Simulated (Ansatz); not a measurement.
# Boron, A15 under revPBE: structure and ground-state energy

Aim: take boron in the A15 structure, relax it, then solve it on a dense k-mesh. Spin polarisation is left out. The k-meshes are 7×7×7 for the relaxation; 9×9×9 for the dense run.

Computed with Ansatz 0.2.0 (DFT revPBE, plane waves (420 eV) with PAW, scalar-relativistic; PAW files made under PBE, frozen cores solved again for the functional, unless a step says otherwise).

## (1) Starting point

Symmetry: Pm-3n, No. 223, cubic system. The conventional cell has a = 3.743 Å, b = 3.743 Å, c = 3.743 Å, α = 90.00°, β = 90.00°, γ = 90.00°. Around B (site symmetry m-3) lie 12 B at 2.09 Å. B (site symmetry -4m2) has 6 B at 1.87 to 2.09 Å as nearest neighbours.

Coordinates:

```xyz
8
Lattice="3.7428 0.0000 0.0000 0.0000 3.7428 0.0000 0.0000 0.0000 3.7428" Properties=species:S:1:pos:R:3 pbc="T T T"
B     0.0000    0.0000    0.0000
B     1.8714    1.8714    1.8714
B     0.9357    0.0000    1.8714
B     2.8071    0.0000    1.8714
B     1.8714    0.9357    0.0000
B     1.8714    2.8071    0.0000
B     0.0000    1.8714    0.9357
B     0.0000    1.8714    2.8071
```

## (2) Geometry optimisation

File input.yaml:

```yaml
crystal:
  lattice:
    - [3.7428346132, 0.0, 0.0]
    - [0.0, 3.7428346132, 0.0]
    - [0.0, 0.0, 3.7428346132]
  atoms:
    - { symbol: B, position: [0.0, 0.0, 0.0] }
    - { symbol: B, position: [0.5, 0.5, 0.5] }
    - { symbol: B, position: [0.25, 0.0, 0.5] }
    - { symbol: B, position: [0.75, 0.0, 0.5] }
    - { symbol: B, position: [0.5, 0.25, 0.0] }
    - { symbol: B, position: [0.5, 0.75, 0.0] }
    - { symbol: B, position: [0.0, 0.5, 0.25] }
    - { symbol: B, position: [0.0, 0.5, 0.75] }
hamiltonian:
  xc: revpbe
  pseudopotentials:
    kind: paw
    azcp:
      B: "pseudopotentials/B.paw.azcp"
basis:
  ecutwfc: 420
  fft_grid_basis: typed
kpoints:
  mp_grid: { grid: [7, 7, 7], shift: [0, 0, 0] }
magnetization:
  spin_polarized: false
scf:
  occupations: { method: fermi_dirac, width: 0.1 }
relax:
  max_steps: 60
  f_tol: 0.01
  cell: {}
```

The run is started by

```console
ansatz run input.yaml --threads 4 --pin off --max-ram 8192MiB --backend cpu --events-out ev --progress --plain --runs-dir out
```

Output:

```text
Warning: RAYON_NUM_THREADS=4 ignored (pool sized by the plan → 4); use --threads N
Engine: ansatz 0.2.0, x86_64-unknown-linux-gnu
Pseudopotentials: kind: paw
Pseudopotential: B, paw, valence charge 3, recommended cutoff 420 eV (normal), <dir>
Functional definition: revPBE
  parameter kappa = 1.245
  parameter beta = 0.06672455060314922
  exchange = pbe_x(kappa = kappa, mu = beta*pi^2/3)
  correlation = pbe_c(beta = beta)
Crystal: 8 atoms, lattice volume = 52.433 Å³
Basis set: ecut = 420 eV, 1021 PW (Γ), exchange–correlation on 54×54×54 points (8 copies of the dense FFT grid, shifted against one another)
Bands: 20, of which v1, the nominal top of the filled ones, is band 12 counted from 1 (11 counted from 0)
Symmetry: 48 space group operations
Space group: Pm-3n (ITA 223), of the structure as read, at distance tolerance 3.7e-5 Å
k-points: 20 of 343
Non-local potential: B, projectors of the file, l = 0: 2, l = 1: 2, l = 2: 1
PAW form: soft (Blöchl's): semilocal exchange-correlation on the pseudo side does not see the compensation charge
PAW frozen core: B, regenerated for the run's functional, and the local potential with it (the file was generated under x = pbe(κ = 0.804, μ = 0.2195149727645171), c = pbe(β = 0.06672455060314922))
PAW one-centre angular grid: B, 110 points (default); XC on 64 Gauss nodes
Initial density: superposition of atomic densities (neutral atoms: chi_scale 0, normalization atom), corrected by the library's trained network
Initial wavefunctions: pseudopotential atomic-orbital guess
Functional: x = revpbe(κ = 1.245, μ = 0.2195149727645171), c = pbe(β = 0.06672455060314922)
SCF iter   1: F=—  HF=-1241.508699 eV  |F-HF|=—  |Δ(HF+E_count)|=         —  Δρ=7.25e-3  dr2=2.60e-2  ethr=1.77e-3  ⟨swp⟩=4.2  Hψ=1748  notcnv=0  defer=1
preconditioner: auto → Kerker (q_TF=auto, 2.395 Å⁻¹)  [metal: Δε(μ)=0.189 eV  Ē_g=10.981 eV  σ=0.100 eV  W_gap=0.43  n_scr=18 (ndim 8)  ℏωp=25.1 eV  f_vac=0.000  D(μ)=1.56/eV (n_scr^D=6)]
SCF iter   2: F=—  HF=-1241.503328 eV  |F-HF|=—  |Δ(HF+E_count)|=   5.37e-3  Δρ=3.70e-3  dr2=5.75e-3  ethr=1.08e-4  ⟨swp⟩=1.1  Hψ=566  notcnv=0  defer=2
SCF iter   3: F=—  HF=-1241.501768 eV  |F-HF|=—  |Δ(HF+E_count)|=   1.56e-3  Δρ=5.12e-4  dr2=7.83e-5  ethr=2.39e-5  ⟨swp⟩=2.6  Hψ=615  notcnv=0  defer=2
SCF iter   4: F=—  HF=-1241.501751 eV  |F-HF|=—  |Δ(HF+E_count)|=   1.70e-5  Δρ=3.63e-5  dr2=5.91e-7  ethr=3.26e-7  ⟨swp⟩=2.1  Hψ=607  notcnv=0  defer=2
iter 5 did not close the SCF: its close was put off for the readings that it lacked (scf_convergence_deferred on its scf_iter line)
SCF iter   5: F=-1241.501751 eV  HF=-1241.501751 eV  |F-HF|=5.86e-10  |Δ(HF+E_count)|=   6.75e-8  Δρ=5.07e-6  dr2=6.48e-9  ethr=2.46e-9  ⟨swp⟩=2.8  Hψ=632  notcnv=0  defer=2
SCF iter   6: F=-1241.501751 eV  HF=-1241.501751 eV  |F-HF|=1.96e-11  |Δ(HF+E_count)|=  4.33e-10  Δρ=6.13e-7  dr2=7.77e-11  ethr=2.70e-11  ⟨swp⟩=1.1  Hψ=1106  notcnv=0
SCF 1 converged in 6 iterations: F = -1241.501751 eV  dr2 = 7.77e-11
relax step   1: F+E_penalty+E_count = -1241.50175113 eV  Δ(F+E_penalty+E_count) = +0.000e0 eV  max|allowed force component| = 1.506e-16 eV/Å  Δτ_max = 0.0000 Å  P = -10.760 GPa  Ω = 52.433 Å³  (6 SCF iters, dr2 threshold 1.00e-7 eV, accepted)
Crystal: 8 atoms, lattice volume = 51.045 Å³
Initial density: handed on by an earlier stage of this run
Initial wavefunctions: those handed on with the density
iter 1 solved again at ethr=2.90e-6 eV; its pass at ethr=3.10e-3 eV (dr2=6.97e-4 eV) is discarded
SCF iter   1: F=—  HF=-1241.574422 eV  |F-HF|=—  |Δ(HF+E_count)|=         —  Δρ=1.52e-3  dr2=7.46e-4  ethr=2.90e-6  ⟨swp⟩=2.5  Hψ=2374  notcnv=0
preconditioner: auto → Kerker (q_TF=auto, 2.406 Å⁻¹)  [metal: Δε(μ)=0.183 eV  Ē_g=11.219 eV  σ=0.100 eV  W_gap=0.43  n_scr=18 (ndim 8)  ℏωp=25.5 eV  f_vac=0.000  D(μ)=1.60/eV (n_scr^D=6)]
SCF iter   2: F=—  HF=-1241.574233 eV  |F-HF|=—  |Δ(HF+E_count)|=   1.89e-4  Δρ=8.92e-4  dr2=2.64e-4  ethr=2.90e-6  ⟨swp⟩=1.0  Hψ=400  notcnv=0
SCF iter   3: F=—  HF=-1241.574141 eV  |F-HF|=—  |Δ(HF+E_count)|=   9.20e-5  Δρ=7.50e-5  dr2=1.95e-6  ethr=1.10e-6  ⟨swp⟩=1.9  Hψ=612  notcnv=0
SCF iter   4: F=-1241.574140 eV  HF=-1241.574140 eV  |F-HF|=1.73e-9  |Δ(HF+E_count)|=   2.88e-7  Δρ=5.85e-6  dr2=8.14e-9  ethr=3.33e-9  ⟨swp⟩=3.8  Hψ=1033  notcnv=0
SCF 2 converged in 4 iterations: F = -1241.574140 eV  dr2 = 8.14e-9
relax step   2: F+E_penalty+E_count = -1241.57414024 eV  Δ(F+E_penalty+E_count) = -7.239e-2 eV  max|allowed force component| = 2.061e-16 eV/Å  Δτ_max = 0.0000 Å  P = -5.240 GPa  Ω = 51.045 Å³  energy of the carried Pulay correction = +2.571e-3 eV  (4 SCF iters, dr2 threshold 8.00e-7 eV, accepted)
Crystal: 8 atoms, lattice volume = 49.794 Å³
Basis set: ecut = 420 eV, 949 PW (Γ), exchange–correlation on 54×54×54 points (8 copies of the dense FFT grid, shifted against one another)
iter 1 solved again at ethr=2.50e-6 eV; its pass at ethr=3.10e-3 eV (dr2=5.99e-4 eV) is discarded
SCF iter   1: F=—  HF=-1241.596070 eV  |F-HF|=—  |Δ(HF+E_count)|=         —  Δρ=1.44e-3  dr2=6.45e-4  ethr=2.50e-6  ⟨swp⟩=2.4  Hψ=2349  notcnv=0
preconditioner: auto → Kerker (q_TF=auto, 2.416 Å⁻¹)  [metal: Δε(μ)=0.129 eV  Ē_g=11.447 eV  σ=0.100 eV  W_gap=0.31  n_scr=18 (ndim 8)  ℏωp=25.8 eV  f_vac=0.000  D(μ)=1.61/eV (n_scr^D=18)]
SCF iter   2: F=—  HF=-1241.595910 eV  |F-HF|=—  |Δ(HF+E_count)|=   1.60e-4  Δρ=8.48e-4  dr2=2.28e-4  ethr=2.50e-6  ⟨swp⟩=1.0  Hψ=400  notcnv=0
SCF iter   3: F=—  HF=-1241.595832 eV  |F-HF|=—  |Δ(HF+E_count)|=   7.76e-5  Δρ=7.11e-5  dr2=1.68e-6  ethr=9.50e-7  ⟨swp⟩=1.9  Hψ=625  notcnv=0
SCF iter   4: F=-1241.595832 eV  HF=-1241.595832 eV  |F-HF|=2.28e-9  |Δ(HF+E_count)|=   2.49e-7  Δρ=5.61e-6  dr2=7.80e-9  ethr=3.33e-9  ⟨swp⟩=3.9  Hψ=1032  notcnv=0
SCF 3 converged in 4 iterations: F = -1241.595832 eV  dr2 = 7.80e-9
relax step   3: F+E_penalty+E_count = -1241.59583209 eV  Δ(F+E_penalty+E_count) = -2.169e-2 eV  max|allowed force component| = 1.038e-16 eV/Å  Δτ_max = 0.0000 Å  P = +0.403 GPa  Ω = 49.794 Å³  energy of the carried Pulay correction = +4.947e-3 eV  (4 SCF iters, dr2 threshold 8.00e-7 eV, accepted)
Crystal: 8 atoms, lattice volume = 49.879 Å³
iter 1 solved again at ethr=1.26e-8 eV; its pass at ethr=3.10e-3 eV (dr2=3.03e-6 eV) is discarded
SCF iter   1: F=—  HF=-1241.595776 eV  |F-HF|=—  |Δ(HF+E_count)|=         —  Δρ=1.03e-4  dr2=3.20e-6  ethr=1.26e-8  ⟨swp⟩=2.2  Hψ=2168  notcnv=0
preconditioner: auto → Kerker (q_TF=auto, 2.415 Å⁻¹)  [metal: Δε(μ)=0.126 eV  Ē_g=11.431 eV  σ=0.100 eV  W_gap=0.30  n_scr=18 (ndim 8)  ℏωp=25.8 eV  f_vac=0.000  D(μ)=1.60/eV (n_scr^D=6)]
SCF iter   2: F=—  HF=-1241.595775 eV  |F-HF|=—  |Δ(HF+E_count)|=   9.04e-7  Δρ=6.01e-5  dr2=1.13e-6  ethr=1.26e-8  ⟨swp⟩=1.0  Hψ=400  notcnv=0
SCF iter   3: F=-1241.595775 eV  HF=-1241.595775 eV  |F-HF|=1.64e-9  |Δ(HF+E_count)|=   3.70e-7  Δρ=4.90e-6  dr2=8.03e-9  ethr=1.69e-9  ⟨swp⟩=3.9  Hψ=1031  notcnv=0
SCF 4 converged in 3 iterations: F = -1241.595775 eV  dr2 = 8.03e-9
relax step   4: F+E_penalty+E_count = -1241.59577491 eV  Δ(F+E_penalty+E_count) = +5.719e-5 eV  max|allowed force component| = 1.949e-16 eV/Å  Δτ_max = 0.0000 Å  P = -0.002 GPa  Ω = 49.879 Å³  energy of the carried Pulay correction = +4.784e-3 eV  (3 SCF iters, dr2 threshold 4.05e-7 eV, accepted)
Basis set: ecut = 420 eV, 949 PW (Γ), exchange–correlation on 50×50×50 points (8 copies of the dense FFT grid, shifted against one another)
Initial wavefunctions: pseudopotential atomic-orbital guess (no wavefunctions were taken with the density)
iter 1 solved again at ethr=6.33e-9 eV; its pass at ethr=3.10e-3 eV (dr2=1.52e-6 eV) is discarded
SCF iter   1: F=—  HF=-1241.591915 eV  |F-HF|=—  |Δ(HF+E_count)|=         —  Δρ=1.31e-4  dr2=8.41e-7  ethr=6.33e-9  ⟨swp⟩=3.2  Hψ=2760  notcnv=0
preconditioner: auto → Kerker (q_TF=auto, 2.415 Å⁻¹)  [metal: Δε(μ)=0.127 eV  Ē_g=11.431 eV  σ=0.100 eV  W_gap=0.30  n_scr=18 (ndim 8)  ℏωp=25.8 eV  f_vac=0.000  D(μ)=1.60/eV (n_scr^D=6)]
SCF iter   2: F=—  HF=-1241.591918 eV  |F-HF|=—  |Δ(HF+E_count)|=   3.19e-6  Δρ=7.05e-5  dr2=2.45e-7  ethr=3.50e-9  ⟨swp⟩=1.6  Hψ=522  notcnv=0
SCF iter   3: F=—  HF=-1241.591920 eV  |F-HF|=—  |Δ(HF+E_count)|=   1.38e-6  Δρ=2.02e-6  dr2=7.15e-10  ethr=1.02e-9  ⟨swp⟩=2.0  Hψ=642  notcnv=0
SCF iter   4: F=-1241.591920 eV  HF=-1241.591920 eV  |F-HF|=2.05e-12  |Δ(HF+E_count)|=  1.56e-10  Δρ=1.90e-7  dr2=9.76e-12  ethr=1.00e-12  ⟨swp⟩=4.0  Hψ=1187  notcnv=0
SCF 5 converged in 4 iterations: F = -1241.591920 eV  dr2 = 9.76e-12
relax step   5: F+E_penalty+E_count = -1241.59191974 eV  Δ(F+E_penalty+E_count) = +3.855e-3 eV  max|allowed force component| = 1.697e-16 eV/Å  Δτ_max = 0.0000 Å  P = -0.111 GPa  Ω = 49.879 Å³  stress off target by 1.11e-1 GPa  SCF on the basis re-selected at this cell (its energy is not comparable with the rows above)  (4 SCF iters)
basis re-selected at this cell: Δ(F+E_penalty+E_count) = +3.855e-3 eV, ΔP = -0.109 GPa vs the last step (what re-selecting the basis moved, of the pressure what is left beyond the Pulay correction that the steps carried, after the strain that the cell walked since its last selection, with what the two solves' SCF thresholds leave and, on support functions, any second-order correction that the steps lacked; it is no measure of the basis error at this ecutwfc). The dense FFT grid was sized anew with the basis: this SCF ran on 25×25×25 points, the steps before it on 27×27×27, so part of this shift can come from that change (see relax.cell in the input reference). This SCF's stress stands 1.11e-1 GPa from its target on what of the cell is left free (relax.cell.stress_tol is 5.00e-2 GPa) and its largest allowed force component is 1.70e-16 eV/Å (relax.f_tol is 1.00e-2 eV/Å): not within both, so this SCF does not close the relaxation
Crystal: 8 atoms, lattice volume = 49.856 Å³
iter 1 solved again at ethr=9.30e-10 eV; its pass at ethr=3.10e-3 eV (dr2=2.23e-7 eV) is discarded
SCF iter   1: F=—  HF=-1241.591972 eV  |F-HF|=—  |Δ(HF+E_count)|=         —  Δρ=2.77e-5  dr2=2.37e-7  ethr=9.30e-10  ⟨swp⟩=2.3  Hψ=2184  notcnv=0
preconditioner: auto → Kerker (q_TF=auto, 2.415 Å⁻¹)  [metal: Δε(μ)=0.125 eV  Ē_g=11.436 eV  σ=0.100 eV  W_gap=0.30  n_scr=18 (ndim 8)  ℏωp=25.8 eV  f_vac=0.000  D(μ)=1.60/eV (n_scr^D=6)]
SCF iter   2: F=—  HF=-1241.591971 eV  |F-HF|=—  |Δ(HF+E_count)|=   2.97e-7  Δρ=1.63e-5  dr2=8.39e-8  ethr=9.30e-10  ⟨swp⟩=1.0  Hψ=400  notcnv=0
SCF iter   3: F=-1241.591971 eV  HF=-1241.591971 eV  |F-HF|=1.17e-10  |Δ(HF+E_count)|=   2.82e-8  Δρ=1.36e-6  dr2=6.13e-10  ethr=1.29e-10  ⟨swp⟩=3.9  Hψ=1017  notcnv=0
SCF 6 converged in 3 iterations: F = -1241.591971 eV  dr2 = 6.13e-10
relax step   6: F+E_penalty+E_count = -1241.59197129 eV  Δ(F+E_penalty+E_count) = -5.155e-5 eV  max|allowed force component| = 3.814e-16 eV/Å  Δτ_max = 0.0000 Å  P = -0.000 GPa  Ω = 49.856 Å³  energy of the carried Pulay correction = +4.342e-5 eV  (3 SCF iters, dr2 threshold 3.09e-8 eV, accepted)
iter 1 solved again at ethr=6.90e-9 eV; its pass at ethr=3.10e-3 eV (dr2=1.65e-6 eV) is discarded
SCF iter   1: F=—  HF=-1241.591972 eV  |F-HF|=—  |Δ(HF+E_count)|=         —  Δρ=1.36e-6  dr2=6.14e-10  ethr=6.90e-9  ⟨swp⟩=3.1  Hψ=2757  notcnv=0
SCF iter   2: F=—  HF=-1241.591971 eV  |F-HF|=—  |Δ(HF+E_count)|=   2.41e-7  Δρ=8.40e-7  dr2=2.32e-10  ethr=2.56e-12  ⟨swp⟩=2.6  Hψ=655  notcnv=0
SCF iter   3: F=-1241.591971 eV  HF=-1241.591971 eV  |F-HF|=4.55e-13  |Δ(HF+E_count)|=  3.09e-11  Δρ=6.22e-8  dr2=1.23e-12  ethr=1.00e-12  ⟨swp⟩=2.5  Hψ=1247  notcnv=0
SCF 7 converged in 3 iterations: F = -1241.591971 eV  dr2 = 1.23e-12
relax step   7: F+E_penalty+E_count = -1241.59197129 eV  Δ(F+E_penalty+E_count) = -2.183e-11 eV  max|allowed force component| = 2.689e-16 eV/Å  Δτ_max = 0.0000 Å  P = -0.001 GPa  Ω = 49.856 Å³  stress off target by 1.02e-3 GPa  SCF on the basis re-selected at this cell (its energy is not comparable with the rows above)  (3 SCF iters)
basis re-selected at this cell: Δ(F+E_penalty+E_count) = -2.183e-11 eV, ΔP = -0.001 GPa vs the last step (what re-selecting the basis moved, of the pressure what is left beyond the Pulay correction that the steps carried, after the strain that the cell walked since its last selection, with what the two solves' SCF thresholds leave and, on support functions, any second-order correction that the steps lacked; it is no measure of the basis error at this ecutwfc). This SCF's stress stands 1.02e-3 GPa from its target on what of the cell is left free (relax.cell.stress_tol is 5.00e-2 GPa) and its largest allowed force component is 2.69e-16 eV/Å (relax.f_tol is 1.00e-2 eV/Å): within both
SCF converged after 3 iterations
Free energy (F): -1241.591971 eV
Harris-Foulkes:  -1241.591971 eV  (|F-HF|=4.55e-13)
Internal energy: -1241.535470 eV  (E = F + TS)
E sigma→0 (E₀):  -1241.563720 eV
Entropy (-TS):   -0.056502 eV (-7.063 meV/atom)
Fermi energy:    13.677532 eV
--- Per-component energies (eV) ---
  E_band       = 140.210853
  E_kinetic    = 377.343422
  E_local      = -11.846832  (includes V_loc(G=0)·N_el)
  E_nonlocal   = 91.702091
  E_hartree    = 3.167859
  E_xc         = -256.990526
  E_vxc        = -305.525391  (∫ρ·V_xc dr)
  E_paw        = -633.073350  (= ΣΔE_a)
  E_vpaw       = -17.798141  (= ΣTr[D̂ρ^β])
  E_aug_tail   = -0.000011  (compensation charges beyond the density's cutoff)
  E_ewald      = -811.766879
  E_core_change = -0.071243  (= ΣΔE_core)
  E_smearing   = -0.056502  (= −TS)
  E_closure    = 0.000000  (closes the sum)
  Σ components = -1241.591971   (vs F -1241.591971, Δ=0.00e0)
--- Forces (eV/Å), atoms counted from 1 ---
  atom   1  B     -0.00000000    -0.00000000    -0.00000000
  atom   2  B     -0.00000000     0.00000000     0.00000000
  atom   3  B     -0.00000000    -0.00000000     0.00000000
  atom   4  B      0.00000000     0.00000000    -0.00000000
  atom   5  B      0.00000000    -0.00000000    -0.00000000
  atom   6  B     -0.00000000     0.00000000     0.00000000
  atom   7  B     -0.00000000     0.00000000    -0.00000000
  atom   8  B      0.00000000    -0.00000000    -0.00000000
  max |Σ_I F_I| component: 1.11e-16 eV/Å
--- Stress (GPa, compression-positive) ---
       -0.001019      -0.000000      -0.000000
        0.000000      -0.001019       0.000000
       -0.000000       0.000000      -0.001019
  P = ⅓ Tr σ = -0.0010 GPa (-0.010 kbar)
--- Relaxed structure (5 steps of the walk, 5 accepted, 2 SCFs on fresh bases) ---
  F+E_penalty+E_count = -1241.59197129 eV   max|allowed force component| = 2.689e-16 eV/Å   (the final SCF, on the basis selected at the relaxed cell)
  cell:  # Å, volume = 49.8560 Å³
    - [3.6804902201763414, 1.287965650308964e-33, 1.223767985496056e-34]
    - [1.287965650308964e-33, 3.6804902201763414, 0.0]
    - [1.223767985496056e-34, 0.0, 3.6804902201763414]
  atoms:
    - { symbol: B, position: [1.961777281603862e-34, -4.783842141615973e-35, -9.648084991494403e-36] }
    - { symbol: B, position: [0.5, 0.5, 0.5] }
    - { symbol: B, position: [0.25, -2.854225143317093e-35, 0.5] }
    - { symbol: B, position: [0.75, 7.906069645807885e-36, 0.5] }
    - { symbol: B, position: [0.5, 0.25, -3.537631163547947e-35] }
    - { symbol: B, position: [0.5, 0.75, 5.467248161846828e-35] }
    - { symbol: B, position: [-6.539257605346207e-35, 0.5, 0.25] }
    - { symbol: B, position: [-8.254472714945208e-35, 0.5, 0.75] }
```

Run time: 1.2 s. Hardware: 4 threads of AMD EPYC 9R45 (Zen 5), shared host; peak memory 0.36 GiB.

Relaxation path:

```csv
step,energy change (meV/atom),largest force (eV/Å),pressure (GPa),volume (Å³/atom)
1,0.00,0.0000,-10.76,6.554
2,-9.05,0.0000,-5.24,6.381
3,-11.76,0.0000,0.40,6.224
4,-11.75,0.0000,0.00,6.235
5,-11.27,0.0000,-0.11,6.235
6,-11.28,0.0000,0.00,6.232
7,-11.28,0.0000,0.00,6.232
```

Steps that repeat a cell are solved on a basis chosen anew, so their changes of energy are no gain of the relaxation.

Changes in the cell that was computed:

|  | before | after | change |
| --- | --- | --- | --- |
| a (Å) | 3.743 | 3.680 | -1.7 % |
| b (Å) | 3.743 | 3.680 | -1.7 % |
| c (Å) | 3.743 | 3.680 | -1.7 % |
| volume (Å³/atom) | 6.554 | 6.232 | -4.9 % |
| shortest distance (Å) | 1.871 | 1.840 | -1.7 % |
| space group (spins left aside) | Pm-3n | Pm-3n | same |

[end of part 1 of 2]
